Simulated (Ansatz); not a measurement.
# Ansatz 0.2.0, settings compared: NbP

Input:

```yaml
crystal:
  lattice:
    - [0.0, 3.326865, 0.0]
    - [3.326865, 0.0, 0.0]
    - [1.663433, 1.663433, -5.693192]
  atoms:
    - { symbol: Nb, position: [0.0, 0.0, 0.0] }
    - { symbol: Nb, position: [0.75, 0.25, 0.5] }
    - { symbol: P, position: [0.5, 0.5, 0.0] }
    - { symbol: P, position: [0.25, 0.75, 0.5] }
  symmetry: { tolerance: 0.0003 }
kpoints:
  mp_grid: { grid: [6, 6, 6], shift: [0, 0, 0] }
magnetization:
  spin_polarized: false
scf:
  occupations: { method: fermi_dirac }
hamiltonian:
  pseudopotentials: { kind: paw }
  xc: pbe
basis:
  ecutwfc: 420
output:
  forces: true
  stress: true
  eigenvalues: true
relax:
  max_steps: 40
  cell: {}
```

The command:

```bash
ansatz run input.yaml --threads 1 --pin off --max-ram 2560MiB --backend cpu --events-out ev --progress --plain --runs-dir out
```

Origin of the cell: a database entry, scaled a little.

The smearing width isn't typed, so it takes its default of 0.1 eV.

Output of this run (shortened):

```
SCF iter   1: F=—  HF=-10616.928358 eV  Δρ=3.91e-3  dr2=6.22e-3
SCF iter   2: F=—  HF=-10616.928398 eV  Δρ=2.27e-3  dr2=2.23e-3
SCF iter   3: F=—  HF=-10616.928576 eV  Δρ=2.59e-4  dr2=5.54e-5
SCF iter   4: F=—  HF=-10616.928566 eV  Δρ=8.59e-5  dr2=2.45e-6
SCF iter   5: F=-10616.928567 eV  HF=-10616.928567 eV  Δρ=1.15e-5  dr2=6.94e-8
SCF iter   6: F=-10616.928567 eV  HF=-10616.928567 eV  Δρ=2.07e-6  dr2=2.40e-9
relax step   1: F+E_penalty+E_count = -10616.928567 eV  Δ(F+E_penalty+E_count) = +0.000e0 eV  max|allowed force component| = 1.735e-16 eV/Å  Δτ_max = 0.0000 Å  P = +18.911 GPa  Ω = 63.012 Å³ […]
relax step   2: F+E_penalty+E_count = -10617.680530 eV  Δ(F+E_penalty+E_count) = -7.520e-1 eV  max|allowed force component| = 7.112e-17 eV/Å  Δτ_max = 0.0000 Å  P = +2.157 GPa  Ω = 64.902 Å³ […]
relax step   3: F+E_penalty+E_count = -10617.723384 eV  Δ(F+E_penalty+E_count) = -4.285e-2 eV  max|allowed force component| = 2.012e-16 eV/Å  Δτ_max = 0.0000 Å  P = +4.360 GPa  Ω = 62.457 Å³ […]
relax step   4: F+E_penalty+E_count = -10617.746435 eV  Δ(F+E_penalty+E_count) = -2.305e-2 eV  max|allowed force component| = 2.706e-16 eV/Å  Δτ_max = 0.0000 Å  P = +0.482 GPa  Ω = 64.201 Å³ […]
relax step   5: F+E_penalty+E_count = -10617.747074 eV  Δ(F+E_penalty+E_count) = -6.398e-4 eV  max|allowed force component| = 1.804e-16 eV/Å  Δτ_max = 0.0000 Å  P = +0.077 GPa  Ω = 64.275 Å³ […]
relax step   6: F+E_penalty+E_count = -10617.747099 eV  Δ(F+E_penalty+E_count) = -2.441e-5 eV  max|allowed force component| = 1.865e-16 eV/Å  Δτ_max = 0.0000 Å  P = -0.000 GPa  Ω = 64.283 Å³ […]
relax step   7: F+E_penalty+E_count = -10617.748424 eV  Δ(F+E_penalty+E_count) = -1.325e-3 eV  max|allowed force component| = 1.891e-16 eV/Å  Δτ_max = 0.0000 Å  P = +0.021 GPa  Ω = 64.283 Å³  stress off target by 3.80e-2 GPa […]
SCF 7 converged in 9 iterations: F = -10617.748424 eV  dr2 = 2.21e-18
basis re-selected at this cell: Δ(F+E_penalty+E_count) = -1.325e-3 eV, ΔP = +0.021 GPa vs the last step (what re-selecting the basis moved, of the pressure what is left beyond the Pulay corre […]
SCF converged after 9 iterations
Free energy (F): -10617.748424 eV
Harris-Foulkes:  -10617.748424 eV  (|F-HF|=3.64e-12)
Internal energy: -10617.665985 eV  (E = F + TS)
E sigma→0 (E₀):  -10617.707205 eV
Entropy (-TS):   -0.082439 eV (-20.610 meV/atom)
Fermi energy:    15.293801 eV
--- Per-component energies (eV) ---
  E_band       = -136.924563
  E_kinetic    = 933.307082
  E_local      = -1713.867477  (includes V_loc(G=0)·N_el)
  E_nonlocal   = 306.744784
  E_hartree    = 558.507960
  E_xc         = -476.147429
  E_vxc        = -550.423468  (∫ρ·V_xc dr)
  E_paw        = -7285.424206  (= ΣΔE_a)
  E_vpaw       = -229.701424  (= ΣTr[D̂ρ^β])
  E_aug_tail   = 0.000020  (compensation charges beyond the density's cutoff)
  E_ewald      = -2940.786719
  E_smearing   = -0.082439  (= −TS)
  Σ components = -10617.748424   (vs F -10617.748424, Δ=0.00e0)
--- Forces (eV/Å), atoms counted from 1 ---
  atom   1  Nb    -0.000000    -0.000000    -0.000000
  atom   2  Nb     0.000000     0.000000     0.000000
  atom   3  P     -0.000000    -0.000000    -0.000000
  atom   4  P      0.000000     0.000000    -0.000000
  max |Σ_I F_I| component: 1.11e-16 eV/Å
--- Stress (GPa, compression-positive) ---
        0.038005       0.000000       0.000000
        0.000000       0.038005       0.000000
        0.000000       0.000000      -0.014112
  P = ⅓ Tr σ = 0.0206 GPa (0.206 kbar)
--- Relaxed structure (6 steps of the walk, 6 accepted, 1 SCFs on fresh bases) ---
  F+E_penalty+E_count = -10617.748424 eV   max|allowed force component| = 1.891e-16 eV/Å   (the final SCF, on the basis selected at the relaxed cell)
  cell:  # Å, volume = 64.2830 Å³
    - [-3.404e-15, 3.507524, 1.540e-7]
    - [3.507524, -3.404e-15, 1.540e-7]
    - [1.753762, 1.753762, -5.225104]
  atoms:
    - { symbol: Nb, position: [0.0, 0.0, 0.0] }
    - { symbol: Nb, position: [0.750000, 0.250000, 0.500000] }
    - { symbol: P, position: [0.500000, 0.500000, 0.0] }
    - { symbol: P, position: [0.250000, 0.750000, 0.500000] }
```

The same input was run again with these changes:

1. `kpoints.mp_grid.shift` [0, 0, 0] → [0.5, 0.5, 0.5]; `basis.ecutwfc` 420 → "800 eV"
2. `basis.ecutwfc` 420 → "18.4 Ry"
3. `scf.occupations.method` fermi_dirac → tetrahedron_uncorrected; `crystal.symmetry` { tolerance: 0.0003 } → { detect: false }
4. `scf.algorithm` default → direct_min; `basis.ecutrho_ratio` default → 12; `scf.n_extra_bands` default → 4

```json
{"run": "base", "end": "converged", "SCF iterations": "45", "volume (Å³/atom)": "16.07", "max force component (eV/Å)": "0.000", "moment (μB)": "–", "ΔE(σ→0) (meV/atom)": "0"}
{"run": "1", "end": "converged", "SCF iterations": "37", "volume (Å³/atom)": "16.02", "max force component (eV/Å)": "0.000", "moment (μB)": "–", "ΔE(σ→0) (meV/atom)": "15.62"}
{"run": "2", "end": "converged", "SCF iterations": "154", "volume (Å³/atom)": "16.07", "max force component (eV/Å)": "0.000", "moment (μB)": "–", "ΔE(σ→0) (meV/atom)": "260.66"}
{"run": "3", "end": "converged", "SCF iterations": "110", "volume (Å³/atom)": "16.04", "max force component (eV/Å)": "0.004", "moment (μB)": "–", "ΔE(σ→0) (meV/atom)": "-582.24"}
{"run": "4", "end": "converged", "SCF iterations": "31", "volume (Å³/atom)": "16.07", "max force component (eV/Å)": "0.000", "moment (μB)": "–", "ΔE(σ→0) (meV/atom)": "0.00"}
```

Energies are compared only where functional, datasets, charge and starting cell are the same.

Not properties of the system: run 2 (too coarse or loose: `basis.ecutwfc` = "18.4 Ry").

Caveats of the base run: no moments, though an odd count or open d shells may carry them; the k mesh is coarse if the cell is a metal; the relaxation held the start's symmetry, so the end may be a saddle point.

Run 1: the k mesh keeps only part of the crystal's symmetry.
Run 2: the cutoff lies below the datasets' advice.
Run 3: forces and stress under tetrahedra may miss the slope of the energy; the program displaced the start to leave a saddle point.

The base run took 23 s on 1 thread of Intel(R) Xeon(R) Platinum 8259CL CPU @ 2.50GHz (Skylake/Cascade Lake), on a shared host, peak memory 0.43 GiB, from the program's own first density.
